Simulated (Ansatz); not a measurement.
L1₀ (CuAu-type) CoPt, treated with PBE0 (plane waves, PAW; Ansatz, a program for electronic structure).

Run with plane-wave cutoff 460 eV, 10×10×8 k mesh (along the axes of the cell as run), Fermi–Dirac smearing 0.05 eV, spin-polarised with parallel moments, scalar-relativistic PAW data made under PBE.

Cell (measured lattice):

```xyz
2
Lattice="2.6940 0.0000 0.0000 0.0000 2.6940 0.0000 0.0000 0.0000 3.7070" Properties=species:S:1:pos:R:3 pbc="T T T"
Co     0.0000     0.0000     0.0000
Pt     1.3470     1.3470     1.8535
```
Starting moments (μB, in the order of the record's atoms Co Pt): 2.0 0.0.

Problem. Predict the magnetic moment (largest site, within a sphere).

Solution. 
- magnetic moment (largest site, within a sphere): 2.41 μB

Note: cell and atoms aren't relaxed at this level (pressure 11.0 GPa).

Moments are spin moments.

Spin–orbit coupling is not included.

The computed numbers hold no vibrational or temperature effects.

The result took about 21 core-minutes (a rough figure).
